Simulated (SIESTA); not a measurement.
The system is Ca.

```
Ca
1.0
     0.00000    2.79420    2.79420
     2.79420    0.00000    2.79420
     2.79420    2.79420    0.00000
Ca
1
Direct
  0.00000 0.00000 0.00000
```

- Program: SIESTA 5.4.2
- Task: single point
- Functional: PBE
- Potentials or basis: PseudoDojo 0.4 standard (PBE files)
- Basis: DZP (energy shift 0.003 Ry; two zetas on semicore shells; d shell added on Ca)
- Grid cutoff: 800 Ry
- Energy shift: 0.003 Ry
- k mesh: 8 × 8 × 8
- Occupations: fermi-dirac, width 0.05 eV
- Spin: no spin polarisation

On this cell: pressure -0.4 GPa; band gap on the k mesh none (metal or under the smearing width).

The same run follows on a disturbed copy (cell strained at random at fixed volume):

```xyz
1
Lattice="0.0226 2.8096 2.7448 2.7525 0.0396 2.7278 2.8498 2.8899 -0.0577" Properties=species:S:1:pos:R:3 pbc="T T T"
Ca    0.0059   -0.0050    0.0069
```

Problem. What changes?

Solution. The energy (extrapolated to zero smearing) moves by +5.1 meV/atom; pressure -0.4 GPa; band gap on the k mesh none (metal or under the smearing width).

Stress tensor (GPa, compression positive):
```
-0.42 -0.63  0.42
-0.63 -0.53  0.28
 0.42  0.28 -0.38
```

Caveats: the basis of atomic orbitals isn't converged, which shifts pressures, moduli and gaps.
